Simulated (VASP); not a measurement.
**CaB: density of states with PBEsol**

CaB:

```
Ca B
1.0
     3.97170   -0.03832   -0.02869
     2.04301   -5.99037   -0.04011
     0.04281   -0.02576   -5.96460
Ca B
4 4
Direct
  0.44924 0.10461 0.75620
  0.55457 0.88798 0.25450
  0.72924 0.54848 0.74701
  0.28861 0.45352 0.24473
  0.09818 0.81270 0.93728
  0.90483 0.19609 0.44462
  0.90257 0.19036 0.05797
  0.09311 0.80193 0.55821
```

The cell was built by a generator and needn't be a form met in nature.

| Item | Value |
| --- | --- |
| Program | VASP 6.6.1 |
| Task | density of states |
| Functional | PBEsol |
| Potentials or basis | VASP PAW PBE potentials, release 64 (Ca_sv, B) |
| Cutoff | 520 eV |
| k mesh | 5 × 3 × 3, shifted |
| Occupations | methfessel-paxton, width 0.0184 eV |
| Spin | no spin polarisation |
| Dipole correction | no |
| k mesh for the DOS | 8 × 5 × 5 |
| Occupations for the DOS | tetrahedron |
| Further INCAR settings | ALGO = Fast; EDIFF = 1e-07 |

| Item | Value |
| --- | --- |
| Valence electrons inside the program's atomic spheres | Ca 8.22; B 1.56, 1.53, 1.55 |

Levels at points of the mesh, in eV from the Fermi level:
```tsv
k point	band 22	band 23	band 24	band 25	band 26	band 27	band 28	band 29	band 30	band 31
(0.00, 0.00, 0.00)	-2.41	-0.63	-0.19	-0.10	0.46	0.67	0.85	1.47	2.22	2.96
(0.50, 0.00, 0.00)	-1.75	-1.28	-1.08	-0.25	-0.15	-0.12	0.41	1.32	1.35	2.96
```

States per cell in windows of 0.5 eV (zero at the Fermi level; states under -8 eV left out):
| from (eV) | total | B6_p | B5_p | B7_p | B8_p | Ca4_d | Ca3_d |
| --- | --- | --- | --- | --- | --- | --- | --- |
| -8.0 | 0.25 | 0.00 | 0.00 | 0.00 | 0.00 | 0.00 | 0.00 |
| -7.5 | 0.81 | 0.00 | 0.00 | 0.00 | 0.00 | 0.00 | 0.00 |
| -7.0 | 1.04 | 0.00 | 0.00 | 0.00 | 0.01 | 0.00 | 0.00 |
| -6.5 | 0.94 | 0.01 | 0.01 | 0.01 | 0.01 | 0.00 | 0.00 |
| -6.0 | 0.89 | 0.01 | 0.01 | 0.01 | 0.01 | 0.00 | 0.00 |
| -5.5 | 0.05 | 0.00 | 0.00 | 0.00 | 0.00 | 0.00 | 0.00 |
| -5.0 | 1.50 | 0.01 | 0.02 | 0.02 | 0.01 | 0.01 | 0.01 |
| -4.5 | 0.72 | 0.01 | 0.01 | 0.01 | 0.01 | 0.01 | 0.01 |
| -4.0 | 0.74 | 0.01 | 0.01 | 0.01 | 0.01 | 0.01 | 0.01 |
| -3.5 | 0.86 | 0.01 | 0.01 | 0.01 | 0.02 | 0.01 | 0.01 |
| -3.0 | 0.54 | 0.02 | 0.02 | 0.02 | 0.02 | 0.01 | 0.01 |
| -2.5 | 1.02 | 0.05 | 0.06 | 0.05 | 0.05 | 0.01 | 0.01 |
| -2.0 | 1.66 | 0.09 | 0.10 | 0.10 | 0.09 | 0.02 | 0.02 |
| -1.5 | 1.83 | 0.11 | 0.12 | 0.12 | 0.11 | 0.03 | 0.03 |
| -1.0 | 2.33 | 0.14 | 0.16 | 0.15 | 0.15 | 0.05 | 0.05 |
| -0.5 | 5.00 | 0.34 | 0.33 | 0.34 | 0.34 | 0.13 | 0.13 |
| 0.0 | 2.16 | 0.14 | 0.13 | 0.14 | 0.13 | 0.08 | 0.08 |
| 0.5 | 1.33 | 0.07 | 0.06 | 0.06 | 0.06 | 0.08 | 0.08 |
| 1.0 | 1.47 | 0.05 | 0.04 | 0.04 | 0.05 | 0.11 | 0.11 |
| 1.5 | 2.14 | 0.06 | 0.05 | 0.05 | 0.05 | 0.19 | 0.19 |
| 2.0 | 1.68 | 0.04 | 0.04 | 0.04 | 0.04 | 0.15 | 0.14 |
| 2.5 | 1.08 | 0.03 | 0.02 | 0.02 | 0.02 | 0.09 | 0.08 |
| 3.0 | 0.11 | 0.00 | 0.00 | 0.00 | 0.00 | 0.01 | 0.01 |
| 3.5 | 0.00 | 0.00 | 0.00 | 0.00 | 0.00 | 0.00 | 0.00 |
| 4.0 | 0.00 | 0.00 | 0.00 | 0.00 | 0.00 | 0.00 | 0.00 |
| 4.5 | 0.00 | 0.00 | 0.00 | 0.00 | 0.00 | 0.00 | 0.00 |

Run time: 12 min on 1 thread of Intel(R) Xeon(R) Platinum 8488C (Sapphire Rapids) (shared host), peak memory 0.46 GiB.
